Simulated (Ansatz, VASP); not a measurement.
## One calculation of H6C2O, two programs

```
C O H
1.0
     7.04192    0.00000    0.00000
     0.00000    7.04192    0.00000
     0.00000    0.00000    7.04192
C O H
8 4 24
Direct
  0.49616 0.72570 0.41854
  0.46277 0.51954 0.36746
  0.10001 0.58310 0.85851
  0.00348 0.66923 0.03186
  0.00347 0.98057 0.47709
  0.91332 0.12438 0.34363
  0.59995 0.16036 0.79454
  0.39380 0.12723 0.84425
  0.58231 0.46977 0.20819
  0.81903 0.74545 0.98991
  0.90619 0.30689 0.43185
  0.36655 0.17844 0.04130
  0.51814 0.36460 0.14102
  0.49844 0.42709 0.48946
  0.31220 0.49371 0.33184
  0.42300 0.76082 0.55204
  0.64892 0.75194 0.43944
  0.44425 0.82093 0.30592
  0.72513 0.66318 0.05262
  0.99186 0.56237 0.14647
  0.09241 0.78619 0.08762
  0.24040 0.52711 0.89891
  0.01535 0.46786 0.79634
  0.12140 0.69114 0.74773
  0.81288 0.38084 0.35984
  0.99673 0.13239 0.20963
  0.76949 0.07735 0.30181
  0.01399 0.84167 0.40663
  0.14728 0.02505 0.51831
  0.91866 0.96274 0.60678
  0.23118 0.17550 0.06873
  0.29944 0.21363 0.75392
  0.35559 0.97645 0.82411
  0.62574 0.12474 0.64524
  0.63876 0.31033 0.81335
  0.69290 0.07071 0.88194
```

Alike in both runs: functional PBE; dispersion D3(BJ); k mesh 1 × 1 × 1; occupations fermi-dirac, width 0.02 eV; no spin polarisation.

Ansatz relaxed the structure, and its values are those at the end. VASP's run is a single point on that final structure, the one shown.

```csv
,VASP,Ansatz
version,VASP 6.6.1,Ansatz 0.2.0
potentials or method,"VASP PAW PBE potentials, release 64 (C, O, H)","scalar-relativistic, plane waves, PAW"
plane-wave cutoff (eV),520,420
valence electrons in the cell,80,80
```

```csv
,VASP,Ansatz,Ansatz less VASP
gap on the k mesh at the Fermi level (eV),4.97,4.98,+0.011
rms of the force components (eV/Å),0.051,0.054,+0.0031
dispersion energy (meV/atom),-40.1,-40.1,-0.01
```
